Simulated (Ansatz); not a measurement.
# BeS: a single-point run

Wanted: a converged single-point run for BeS, and a check of what comes out. The structure is shown as the input types it. The cell is built on a prototype (NiAs type) and needn't be the phase found in nature.

Program: Ansatz 0.2.0. Level of theory: density functional or hybrid calculation with the settings of its input, plane waves (as first typed). These are calculated values, not measurements.

4 further runs of the same task are left out: 2 for a known fault of the program, 2 that didn't finish.

**1. The system as given**

It takes space group P6_3/mmc (No. 194, hexagonal). Conventional cell: a = 3.300 Å, b = 3.300 Å, c = 5.255 Å, α = 90.00°, β = 90.00°, γ = 120.00°. Be (site symmetry -3m) is surrounded by 6 S at 2.31 Å and 2 Be at 2.63 Å. Around S (site symmetry -6m2) lie 6 Be at 2.31 Å.

The input asks for a charge of +2 e on the cell.

Structure file:

```cif
data_structure
_symmetry_space_group_name_H-M 'P 1'
_symmetry_Int_Tables_number 1
_cell_length_a 3.3002
_cell_length_b 3.3002
_cell_length_c 5.2552
_cell_angle_alpha 90.000
_cell_angle_beta 90.000
_cell_angle_gamma 120.000
_cell_volume 49.57
loop_
_atom_site_label
_atom_site_type_symbol
_atom_site_fract_x
_atom_site_fract_y
_atom_site_fract_z
_atom_site_occupancy
Be1 Be 0.00000 0.00000 0.00000 1
Be2 Be 0.00000 0.00000 0.50000 1
S1 S 0.33333 0.66667 0.25000 1
S2 S 0.66667 0.33333 0.75000 1
```

**2. Input and run**

The input, input.yaml:

```yaml
crystal:
  lattice:
    - [3.300235956, 0.0, 0.0]
    - [-1.650117978, 2.8580881764, 0.0]
    - [0.0, 0.0, 5.2552221102]
  atoms:
    - { symbol: Be, position: [0.0, 0.0, 0.0] }
    - { symbol: Be, position: [0.0, 0.0, 0.5] }
    - { symbol: S, position: [0.3333333333, 0.6666666667, 0.25] }
    - { symbol: S, position: [0.6666666667, 0.3333333333, 0.75] }
kpoints:
  mp_grid: { grid: [6, 6, 4] }
hamiltonian:
  xc: pbe
scf:
  occupations: { method: fixed }
  n_extra_bands: 5
  max_iter: 63
output:
  forces: true
  stress: true
  eigenvalues: true
total_charge: 2
```

On the command line:

```console
$ ansatz run input.yaml --threads 4 --pin off --max-ram 3686MiB --backend cpu --events-out ev --progress --plain --runs-dir out
```

**Question.** How will this run end, and is anything wrong with its input?

This run ends as converged, with warnings (band overlap at count, metallic iterate, unresolved pair at count). It gives a pressure of 17 GPa, which is large; a structure far from rest gives such values too, whatever the setting.

The suspect setting: total_charge is 2. With this charge the calculation describes a differently charged system.

To check: delete total_charge (the default then holds).
